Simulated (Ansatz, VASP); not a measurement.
**One calculation of HfC, two programs**

```
Hf C
1.0
     0.00000    2.32500    2.32500
     2.32500    0.00000    2.32500
     2.32500    2.32500    0.00000
Hf C
1 1
Direct
  0.50000 0.50000 0.50000
  0.00806 0.99194 0.00806
```

Change from the starting cell: all C atoms moved +0.037 Å, as atom 2 along Cartesian [0 1 0].

Alike in both runs: task single point; functional PBEsol; k mesh 18 × 18 × 18; occupations gaussian, width 0.15 eV; no spin polarisation.

```csv
,VASP,Ansatz
version,VASP 6.6.1,Ansatz 0.2.0
potentials or method,"VASP PAW PBE potentials, release 64 (Hf_pv, C)","scalar-relativistic, plane waves, PAW"
plane-wave cutoff (eV),520,420
valence electrons in the cell,14,30
```

|  | VASP | Ansatz | Ansatz less VASP |
| --- | --- | --- | --- |
| gap on the k mesh at the Fermi level (eV) | none | none | - |
| pressure (GPa) | -6.9 | -6.4 | +0.44 |
| largest component of the traceless stress (GPa) | 0.27 | 0.27 | -0.007 |
| rms of the force components (eV/Å) | 0.163 | 0.165 | +0.0015 |

Atom by atom the forces differ by 0.002 eV/Å (rms over components). A gap of «none» marks a metal or a gap that the smearing closes. The two sets of potentials don't hold the same shells in valence.

Caveats: the PAW data sets were made with another functional, which shifts forces and pressure a little (VASP). The runs have no spin-orbit coupling, so splittings on Hf are missing.
